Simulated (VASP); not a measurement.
Crystal: Cs2AgBiBr6.

```
Bi Cs Ag Br
1.0
     0.00000    5.61610    5.61610
     5.61610    0.00000    5.61610
     5.61610    5.61610    0.00000
Bi Cs Ag Br
1 2 1 6
Direct
  0.00000 0.00000 0.00000
  0.75000 0.75000 0.75000
  0.25000 0.25000 0.25000
  0.50000 0.50000 0.50000
  0.74945 0.74945 0.25055
  0.25055 0.25055 0.74945
  0.74945 0.25055 0.25055
  0.74945 0.25055 0.74945
  0.25055 0.74945 0.74945
  0.25055 0.74945 0.25055
```

* Program: VASP 6.6.1
* Task: relaxation of cell and atoms
* Functional: PBEsol
* Dispersion: D3
* Potentials or basis: VASP PAW PBE potentials, release 64 (Bi_d, Cs_sv, Ag, Br)
* Cutoff: 600 eV
* k mesh: 3 × 3 × 3
* Occupations: fermi-dirac, width 0.05 eV
* Spin: no spin polarisation

At the start: pressure -0.6 GPa; volume 35.43 Å³/atom.

Problem. How do energy, volume and symmetry change on relaxing?

Solution. Over 4 steps the energy falls by 5.4 meV/atom and the volume is 34.37 Å³/atom (-3.0 %); space group Fm-3m (No. 225, to 0.05 Å).

Step by step:
```
step  energy change (eV)  largest force (eV/Å)  pressure (GPa)  volume (Å³)
   1              0.0000                0.2856           -0.58       354.27
   2             -0.0355                0.2213           -0.13       347.78
   3             -0.0460                0.1496            0.33       341.86
   4             -0.0542                0.0017            0.05       343.73
```

Final structure:
```
Bi Cs Ag Br
1.0
     0.00000    5.55982    5.55982
     5.55982    0.00000    5.55982
     5.55982    5.55982    0.00000
Bi Cs Ag Br
1 2 1 6
Direct
  0.00000 0.00000 0.00000
  0.75000 0.75000 0.75000
  0.25000 0.25000 0.25000
  0.50000 0.50000 0.50000
  0.74586 0.74586 0.25414
  0.25414 0.25414 0.74586
  0.74586 0.25414 0.25414
  0.74586 0.25414 0.74586
  0.25414 0.74586 0.74586
  0.25414 0.74586 0.25414
```

Caveat: the PAW data sets were made with another functional, which shifts forces and pressure a little.
